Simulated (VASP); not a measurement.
Write the native input for VASP 6.6.1 that does the following.

```yaml
Task: relaxation of cell and atoms
Functional: LDA
Potentials_or_basis: VASP PAW LDA potentials, release 64 (Hf_pv)
Cutoff: 600 eV
k_mesh: 18 × 18 × 9
Occupations: methfessel-paxton, width 0.1 eV
Spin: no spin polarisation
Further_INCAR_settings: ALGO = Normal; EDIFF = 1e-06; IBRION = 2; EDIFFG = -0.01; NSW = 90; ISIF = 3
```

The structure of Hf lies in POSCAR:

```
Hf
1.0
    3.1967000000      0.0000000000      0.0000000000
   -1.5983500000      2.7684234083      0.0000000000
    0.0000000000      0.0000000000      5.0578000000
Hf
2
Direct
    0.3333333333      0.6666666667      0.2500000000
    0.6666666667      0.3333333333      0.7500000000
```

One way to write it, as run:

INCAR

```
SYSTEM = Hf
PREC = Accurate
ENCUT = 600
EDIFF = 1E-6
ISMEAR = 1
SIGMA = 0.1
LREAL = .False.
LASPH = .True.
NELM = 80
ALGO = Normal
ISIF = 3
LWAVE = .False.
LCHARG = .False.
IBRION = 2
NSW = 90
EDIFFG = -0.01
```

KPOINTS

```
Automatic mesh
0
Gamma
  18 18 9
  0 0 0
```

Potentials or basis: VASP PAW LDA potentials, release 64 (Hf_pv).

Run with:

```sh
$ cat potpaw_LDA.64/Hf_pv/POTCAR > POTCAR
$ mpirun -np 1 vasp_std > vasp.out
```

Results of the run:

```json
{
  "Relaxed volume": "20.84 Å³/atom",
  "Relaxed cell": "a = 3.120 Å, b = 3.120 Å, c = 4.945 Å, α = 90.00°, β = 90.00°, γ = 120.00°",
  "Space group after relaxing (to 0.05 Å)": "P6_3/mmc (No. 194)",
  "Energy gained by relaxing": "38.5 meV/atom",
  "Ionic steps": "8",
  "Pressure after relaxing": "0.0 GPa",
  "Band gap on the k mesh": "none (metal or under the smearing width)"
}
```

It took 3.5 min on 1 thread of Intel(R) Xeon(R) 6975P-C (Granite Rapids) (shared host), peak memory 0.26 GiB.
